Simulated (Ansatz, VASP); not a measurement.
## Ba: VASP beside Ansatz

The input INCAR:

```
SYSTEM = Ba
ALGO     = Normal         ! electronic algorithm
EDIFF    = 1E-6           ! SCF threshold, eV
ENCUT    = 520            ! plane-wave cutoff, eV
GGA      = CA             ! functional
ISIF     = 2              ! what is computed and relaxed
ISMEAR   = 0              ! smearing method
LASPH    = .TRUE.         ! aspherical terms in the spheres
LCHARG   = .FALSE.        ! write CHGCAR
LREAL    = .FALSE.        ! projectors in reciprocal space
LWAVE    = .FALSE.        ! write WAVECAR
NBANDS   = 11             ! bands
NELM     = 100            ! most SCF steps
PREC     = Accurate       ! precision mode
SIGMA    = 0.2            ! smearing width, eV
```

KPOINTS

```
k-points
0
G
  9 9 9
  0 0 0
```

File POSCAR:

```
Ba
1.0
   -2.3789385306      2.3789385306      2.3789385306
    2.3789385306     -2.3789385306      2.3789385306
    2.3789385306      2.3789385306     -2.3789385306
Ba
1
Direct
    0.0000000000      0.0000000000      0.0000000000
```

Input for Ansatz:

```yaml
crystal:
  lattice:
    - [-2.3789385306, 2.3789385306, 2.3789385306]
    - [2.3789385306, -2.3789385306, 2.3789385306]
    - [2.3789385306, 2.3789385306, -2.3789385306]
  atoms:
    - { symbol: Ba, position: [0.0, 0.0, 0.0] }
hamiltonian:
  xc: lda
  pseudopotentials:
    kind: paw
    azcp:
      Ba: "pseudopotentials/Ba.paw.azcp"
basis:
  ecutwfc: 420
  fft_grid_basis: typed
kpoints:
  mp_grid: { grid: [9, 9, 9], shift: [0, 0, 0] }
magnetization:
  spin_polarized: false
scf:
  occupations: { method: gaussian, width: 0.2 }
  lower_state_search: "off"
output:
  stress: true
```

Alike in both runs: task single point; functional LDA; k mesh 9 × 9 × 9; occupations gaussian, width 0.2 eV; no spin polarisation.

```csv
,VASP,Ansatz
version,VASP 6.6.1,Ansatz 0.2.0
potentials or method,"VASP PAW LDA potentials, release 64 (Ba_sv)","plane waves (420 eV) with PAW, scalar-relativistic"
plane-wave cutoff (eV),520,420
valence electrons in the cell,10,10
```

VASP gave:

| Quantity | Value |
| --- | --- |
| pressure (GPa) | 0.1 |

Q: Estimate Ansatz's values.

A: Pressure (GPa): 0.0.

Ansatz warned: «pseudo_functional_mismatch».

The runs have no spin-orbit coupling, so splittings on Ba are missing.
